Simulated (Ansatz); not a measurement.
## Cd (bcc): energy against volume

These are results of Ansatz, DFT, revPBE, plane waves (420 eV) with PAW, scalar-relativistic, not measurements. (PAW data from PBE, frozen cores regenerated.)

The cell is scaled uniformly from the relaxed one, with fractional coordinates and shape fixed. Energies are extrapolated to zero smearing, pressures are those at the given smearing. Magnetic state: spin not included.

A Birch-Murnaghan fit gives V₀ = 24.64 Å³/atom, B₀ = 27 GPa, B₀′ = 6.7.

**Question.** What are the energy above the minimum and the pressure at 21.554 Å³/atom?

**Answer.** 46.5 meV/atom and 5.74 GPa as computed.

**Question.** What are the energy above the minimum and the pressure at 23.514 Å³/atom?

**Answer.** 5.0 meV/atom and 1.51 GPa as computed.

**Question.** What are the energy above the minimum and the pressure at 25.473 Å³/atom?

**Answer.** 2.2 meV/atom and -0.82 GPa as computed.
